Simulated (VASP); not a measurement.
# TiAl3 (Pmm2) in VASP: equation of state, part 2 of 2

VASP 6.6.1. The steps go on from the part before.

**6. Equation of state, PBEsol, 16.94 Å³/atom (volume scaled by 1.04)**

Contents of INCAR:

```
SYSTEM = TiAl3
ALGO = Normal ; EDIFF = 1E-7
ENCUT = 520 ; GGA = PS
ISIF = 2 ; ISMEAR = -1
LASPH = .True. ; LCHARG = .False.
LREAL = .False. ; LWAVE = .False.
NBANDS = 18 ; NELM = 80
PREC = Accurate ; SIGMA = 0.05
```

Contents of KPOINTS:

```
k-points
0
Gamma
  9 6 6
  0 0 0
```

Contents of POSCAR:

```
TiAl3
1.0
    2.8770454564      0.0000000000      0.0000000000
    0.0000000000      4.7428666434      0.0000000000
    0.0000000000      0.0000000000      4.9652328430
Ti Al
1 3
Direct
    0.0000000000      0.5000000000      0.1659160000
    0.0000000000      0.0000000000      0.8359000000
    0.5000000000      0.0000000000      0.3309120000
    0.5000000000      0.5000000000      0.6672710000
```

Potentials or basis: VASP PAW PBE potentials, release 64 (Ti_sv, Al).

On the command line:

```bash
$ cat potpaw_PBE.64/Ti_sv/POTCAR potpaw_PBE.64/Al/POTCAR > POTCAR
$ mpirun -np 1 vasp_std > vasp.out
```

OUTCAR:

```text
SYSTEM = TiAl3
   EDIFF = 1E-7
   ENCUT = 520
   GGA = PS
   ISIF = 2
   ISMEAR = -1
   LASPH = .True.
   LREAL = .False.
   NELM = 80
   PREC = Accurate

 Found     80 irreducible k-points:

 Following reciprocal coordinates:
            Coordinates               Weight
  0.000000  0.000000  0.000000      1.000000
  0.111111  0.000000  0.000000      2.000000
  0.222222  0.000000  0.000000      2.000000
  0.333333  0.000000  0.000000      2.000000
  0.444444  0.000000  0.000000      2.000000
  0.000000  0.166667  0.000000      2.000000
   k-points           NKPTS =     80   k-points in BZ     NKDIM =     80   number of bands    NBANDS=     18
   number of dos      NEDOS =    301   number of ions     NIONS =      4
   total plane-waves  NPLWV =  34560
   dimension x,y,z NGX =    24 NGY =   36 NGZ =   40
   dimension x,y,z NGXF=    48 NGYF=   72 NGZF=   80
   ions per type =               1   3
   NGX,Y,Z   is equivalent  to a cutoff of  13.87, 12.62, 13.39 a.u.
   NGXF,Y,Z  is equivalent  to a cutoff of  27.74, 25.24, 26.79 a.u.
 SYSTEM =  TiAl3
   PREC   = accura    normal or accurate (medium, high low for compatibility)
   ISTART =      0    job   : 0-new  1-cont  2-samecut
   ICHARG =      2    charge: 1-file 2-atom 10-const
   ISPIN  =      1    spin polarized calculation?
   LNONCOLLINEAR =      F non collinear calculations
   LSORBIT =      F    spin-orbit coupling
   LASPH  =      T    aspherical Exc in radial PAW
   ENCUT  =  520.0 eV  38.22 Ry    6.18 a.u.   5.35  8.82  9.23*2*pi/ulx,y,z
   NELM   =     80;   NELMIN=  2; NELMDL= -5     # of ELM steps
   EDIFF  = 0.1E-06   stopping-criterion for ELM
   LREAL  =      F    real-space projection
   EDIFFG = 0.1E-05   stopping-criterion for IOM
   NSW    =      0    number of steps for IOM
   IBRION =     -1    ionic relax: 0-MD 1-quasi-New 2-CG
   NFREE  =      0    steps in history (QN), initial steepest desc. (CG)
   ISIF   =      2    stress and relaxation
   ISYM   =      2    0-nonsym 1-usesym 2-fastsym
   POTIM  = 0.5000    time-step for ionic-motion
   TEBEG  =    0.0;   TEEND  =   0.0 temperature during run
   PSTRESS=    0.0 pullay stress
   NELECT =      21.0000    total number of electrons
   NUPDOWN=      -1.0000    fix difference up-down
   EMIN   =  10.00;   EMAX   =-10.00  energy-range for DOS
   EFERMI =   0.00;   METHOD = LEGACY
   ISMEAR =    -1;   SIGMA  =   0.05  broadening in eV -4-tet -1-fermi 0-gaus
   EFERMI_NEDOS =   21; number of points for ismear=-14 and -15
   IALGO  =     38    algorithm
   IMIX   =      4    mixing-type and parameters
     AMIX     =   0.40;   BMIX     =  1.00
     AMIX_MAG =   1.60;   BMIX_MAG =  1.00
  volume/ion in A,a.u.               =      16.94       114.30
  Fermi-wavevector in a.u.,A,eV,Ry     =   1.107913  2.093651 16.700748  1.227470
  Thomas-Fermi vector in A             =   2.244433
   LORBIT       =      0    0 simple, 1 ext, 2 COOP (PROOUT), +10 PAW based schemes
   GGA     = PS    functional components
   LHFCALC =     F    Hartree Fock is set to
   AEXX    =    0.0000 exact exchange contribution
   IVDW    =     0    specifies the selected vdW correction
   LEPSILON=     F    determine dielectric tensor
   LRPA    =     F    only Hartree local field effects (RPA)
 non-spin polarized calculation
  energy-cutoff  :      520.00
  volume of cell :       67.75
 maximum number of plane-waves:      1846
 NGX is ok and might be reduce to    24
   NGX = 11   NGY = 17   NGZ = 19

 number of electron      21.0000000 magnetization

 Free energy of the ion-electron system (eV)
  ---------------------------------------------------
  ext. energy  EPLUGINS =         0.00000000
  ---------------------------------------------------
  free energy    TOTEN  =       -21.51668774 eV

  energy without entropy =      -21.49399568  energy(sigma->0) =      -21.50534171

 E-fermi :   7.5916     XC(G=0): -10.5577

 val. band max:        7.5782301940   @ k =   0.0000   0.5000   0.5000
 cond. band min:       7.5920786387   @ k =   0.2222   0.5000   0.3333
 fundamental gap:      0.0138484447
 Fermi energy:         7.5916074957

 k-point     1 :       0.0000    0.0000    0.0000
  band No.  band energies     occupation
      1     -48.7796      2.00000
      2     -25.1989      2.00000
      3     -25.1940      2.00000
      4     -24.8594      2.00000
      5      -2.3045      2.00000
      6       2.6313      2.00000
[... 10 lines left out ...]
     17      13.3933      0.00000
     18      13.7347      0.00000
[... 85 lines left out ...]
 k-point     6 :       0.0000    0.1667    0.0000
  band No.  band energies     occupation
      1     -48.7796      2.00000
      2     -25.1996      2.00000
      3     -25.1940      2.00000
      4     -24.8594      2.00000
      5      -2.1247      2.00000
      6       2.0124      2.00000
[... 10 lines left out ...]
     17      13.8856      0.00000
     18      14.4471      0.00000

 [... further k-points ...]
[... 5 lines left out ...]
  --------------------------------------------------------------------------------------
  -------------------------------------------------------------------------------------
  Total       -3.2449601     -1.9245299     -2.1302939      0.0000000      0.0000000      0.0000000
  in kB      -76.7348561    -45.5101198    -50.3759038      0.0000000      0.0000000      0.0000000
  external PRESSURE =     -57.5402932 kB  Pullay stress =       0.0000000 kB

 VOLUME and BASIS-vectors are now :
 -----------------------------------------------------------------------------
  energy-cutoff  :      520.00
  volume of cell :       67.75
      direct lattice vectors                 reciprocal lattice vectors
     2.877045456  0.000000000  0.000000000     0.347578797  0.000000000  0.000000000
     0.000000000  4.742866643  0.000000000     0.000000000  0.210842951  0.000000000
     0.000000000  0.000000000  4.965232843     0.000000000  0.000000000  0.201400424

 POSITION                                       TOTAL-FORCE (eV/Angst)
 -----------------------------------------------------------------------------------
      0.00000      2.37143      0.82381         0.000000      0.000000     -0.055630
      0.00000      0.00000      4.15044         0.000000      0.000000      0.061589
      1.43852      0.00000      1.64306         0.000000      0.000000     -0.010568
      1.43852      2.37143      3.31316         0.000000      0.000000      0.004609
 -----------------------------------------------------------------------------------
    total drift:                                0.000000      0.000000      0.000291

  FREE ENERGIE OF THE ION-ELECTRON SYSTEM (eV)
  ---------------------------------------------------
  free  energy   TOTEN  =       -21.5166877437 eV

  energy  without entropy=      -21.4939956820  energy(sigma->0) =      -21.50534171
```

OSZICAR:

```text
N       E                     dE             d eps       ncg     rms          rms(c)
DAV:   1     0.127194663538E+03    0.12719E+03   -0.94768E+03  2880   0.108E+03
DAV:   2    -0.102122784574E+02   -0.13741E+03   -0.13422E+03  2908   0.291E+02
DAV:   3    -0.228156688317E+02   -0.12603E+02   -0.12370E+02  5128   0.718E+01
DAV:   4    -0.234775000359E+02   -0.66183E+00   -0.65977E+00  3620   0.144E+01
DAV:   5    -0.235039139475E+02   -0.26414E-01   -0.26406E-01  4306   0.273E+00    0.102E+01
DAV:   6    -0.230984789342E+02    0.40544E+00   -0.30094E+01  3920   0.345E+01    0.892E+00
DAV:   7    -0.216308420056E+02    0.14676E+01   -0.13345E+01  3782   0.224E+01    0.294E+00
DAV:   8    -0.215396852751E+02    0.91157E-01   -0.10265E+00  3526   0.793E+00    0.130E+00
DAV:   9    -0.215170186797E+02    0.22667E-01   -0.16084E-01  3510   0.314E+00    0.343E-01
DAV:  10    -0.215168463071E+02    0.17237E-03   -0.64564E-03  3674   0.608E-01    0.138E-01
DAV:  11    -0.215166732533E+02    0.17305E-03   -0.12493E-03  3424   0.273E-01    0.813E-02
DAV:  12    -0.215166881559E+02   -0.14903E-04   -0.10942E-04  3588   0.943E-02    0.137E-02
DAV:  13    -0.215166880429E+02    0.11295E-06   -0.11686E-05  4292   0.290E-02    0.547E-03
DAV:  14    -0.215166877967E+02    0.24628E-06   -0.92306E-07  3404   0.752E-03    0.115E-03
DAV:  15    -0.215166877437E+02    0.52926E-07   -0.79362E-08  1804   0.173E-03
   1 F= -.21516688E+02 E0= -.21505342E+02  d E =-.226921E-01
```

stdout:

```text
POSCAR found type information on POSCAR TiAl
 POSCAR found :  2 types and       4 ions
 scaLAPACK will be used
 -----------------------------------------------------------------------------
|                                                                             |
|                                                                             |
|     You enforced a specific xc type in the INCAR file but a different       |
|     I HOPE YOU KNOW WHAT YOU ARE DOING!                                     |
|                                                                             |
 -----------------------------------------------------------------------------

 LDA part: xc-table for (Slater+PW92), standard interpolation
 POSCAR, INCAR and KPOINTS ok, starting setup
 FFT: planning ... GRIDC
 FFT: planning ... GRID_SOFT
 FFT: planning ... GRID
 WAVECAR not read
 entering main loop
```

Wall time 50 s (1 thread of Intel Xeon 6975P-C (Granite Rapids), shared host); peak memory 0.23 GiB.

Results:

- Free energy: -21.5167 eV
- Pressure: -5.8 GPa
- Largest force: 0.062 eV/Å
- Band gap on the k mesh: none (metal or under the smearing width)

Caveat: the PAW data sets were made with another functional, which shifts forces and pressure a little.

**7. Equation of state, PBEsol, 17.26 Å³/atom (volume scaled by 1.06)**

INCAR is that of step 6.

KPOINTS is that of step 6.

Contents of POSCAR:

```
TiAl3
1.0
    2.8953710807      0.0000000000      0.0000000000
    0.0000000000      4.7730767995      0.0000000000
    0.0000000000      0.0000000000      4.9968593826
Ti Al
1 3
Direct
    0.0000000000      0.5000000000      0.1659160000
    0.0000000000      0.0000000000      0.8359000000
    0.5000000000      0.0000000000      0.3309120000
    0.5000000000      0.5000000000      0.6672710000
```

On the command line:

```bash
$ cat potpaw_PBE.64/Ti_sv/POTCAR potpaw_PBE.64/Al/POTCAR > POTCAR
$ mpirun -np 1 vasp_std > vasp.out
```

Wall time 47 s (1 thread of Intel Xeon 6975P-C (Granite Rapids), shared host); peak memory 0.23 GiB.

It converged, with:

- Free energy: -21.4640 eV
- Pressure: -7.2 GPa
- Largest force: 0.068 eV/Å
- Band gap on the k mesh: none (metal or under the smearing width)

Caveat: the PAW data sets were made with another functional, which shifts forces and pressure a little.

**8. Equation of state, PBEsol**

Potentials or basis: VASP PAW PBE potentials, release 64 (Ti_sv, Al).

This step only gathers the single runs of the series.

What came out:

```yaml
Equilibrium_volume: 15.91 Å³/atom
Bulk_modulus_at_fixed_shape_and_positions: 104 GPa
Pressure_derivative_of_the_bulk_modulus: 4.1
```

Energy against volume, from the lowest point:
| volume (Å³/atom) | energy (meV/atom) |
| --- | --- |
| 15.310 | 7.86 |
| 15.635 | 1.56 |
| 15.961 | 0.00 |
| 16.287 | 2.72 |
| 16.612 | 9.29 |
| 16.938 | 19.33 |
| 17.264 | 32.50 |

Caveat: the cell was scaled at fixed shape and fractional positions, which overstates the stiffness of a crystal with free parameters, most of all of layers and chains; the PAW data sets were made with another functional, which shifts forces and pressure a little.
